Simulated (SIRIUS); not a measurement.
BN:

```xyz
4
Lattice="2.5539 0.0000 0.0000 -1.2770 2.2118 0.0000 0.0000 0.0000 4.2269" Properties=species:S:1:pos:R:3 pbc="T T T"
N     0.0000    1.4745    0.5295
N     1.2770    0.7373    2.6430
B     0.0000    1.4745    2.1123
B     1.2770    0.7373    4.2257
```

Measurements of this composition are mostly on another form, of space group No. 194.

Base run:

| Item | Value |
| --- | --- |
| Program | SIRIUS 7.10.0 |
| Functional | PBE |
| Potentials or basis | PseudoDojo 0.4.1 PBE standard (scalar relativistic) |
| Cutoff | 1152 eV |
| Density cutoff | 4606 eV |
| k mesh | 12 × 12 × 6 |
| Occupations | fermi-dirac, width 0.05 eV |
| Spin | no spin polarisation |

Its results: band gap on the k mesh 5.27 eV; pressure -0.4 GPa; largest force 0.015 eV/Å.

Problem. The run is repeated on the same cell with these changes: functional from PBE to PBEsol; libxc names from ["XC_GGA_X_PBE", "XC_GGA_C_PBE"] to ["XC_GGA_X_PBE_SOL", "XC_GGA_C_PBE_SOL"]. What comes out?

Solution. Band gap on the k mesh 5.02 eV; pressure -5.0 GPa; largest force 0.009 eV/Å.

Caveats: the potentials were made for another functional, which shifts forces and pressure (some runs).

A k mesh can miss the band edges.

Not every run made on this cell is shown here.
